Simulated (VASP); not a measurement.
Write the native input for VASP 6.6.1 that does the following.

* Task: single point
* Functional: LDA
* Potentials or basis: VASP PAW LDA potentials, release 64 (Cs_sv, I)
* Cutoff: 520 eV
* k mesh: 6 × 6 × 6
* Occupations: fermi-dirac, width 0.05 eV
* Spin: collinear spin, typed start
* Starting moments: [1.0, 0.0] μB
* Fixed moment: 1 μB
* Dipole correction: no
* Further INCAR settings: ALGO = Normal; EDIFF = 1e-06; NBANDS = 19

The structure of CsI lies in POSCAR:

```
CsI
1.0
    4.9193284495      0.0000000000      0.0000000000
    0.0000000000      4.9193284495      0.0000000000
    0.0000000000      0.0000000000      4.9193284495
Cs I
1 1
Direct
    0.0000000000      0.0000000000      0.0000000000
    0.5000000000      0.5000000000      0.5000000000
```

The cell isn't the ideal one: volume scaled by 1.25.

One way to write it, as run:

INCAR

```
SYSTEM = CsI
PREC     = Accurate       ! precision mode
ENCUT    = 520            ! plane-wave cutoff, eV
EDIFF    = 1E-6           ! SCF threshold, eV
ISMEAR   = -1             ! smearing method
SIGMA    = 0.05           ! smearing width, eV
LREAL    = .False.        ! projectors in reciprocal space
LASPH    = .True.         ! aspherical terms in the spheres
NELM     = 150            ! most SCF steps
ALGO     = Normal         ! electronic algorithm
ISIF     = 2              ! what is computed and relaxed
LWAVE    = .False.        ! write WAVECAR
LCHARG   = .False.        ! write CHGCAR
ISPIN    = 2              ! spin polarisation
MAGMOM   = 1 0            ! initial moments
LORBIT   = 11             ! projections on sites
NUPDOWN  = 1.0            ! fixed moment
GGA      = CA             ! functional
NBANDS   = 19             ! bands
```

KPOINTS

```
regular mesh
0
Gamma
  6 6 6
  0 0 0
```

Potentials or basis: VASP PAW LDA potentials, release 64 (Cs_sv, I).

Launch:

```bash
$ cat potpaw_LDA.64/Cs_sv/POTCAR potpaw_LDA.64/I/POTCAR > POTCAR
$ mpirun -np 1 vasp_std > vasp.out
```

Results of the run:

```yaml
Pressure: -1.0 GPa
Net_moment: 1.00 μB per cell
Site_moments: Cs +0.04; I +0.32 μB
Valence_electrons_inside_the_program's_atomic_spheres: Cs 6.53; I 4.22
```

Caveat: the total moment is fixed, so each spin has its own Fermi level.

It took 37 s on 1 thread of AMD EPYC 9R45 96-Core Processor (Zen 5) (shared host), peak memory 0.21 GiB.
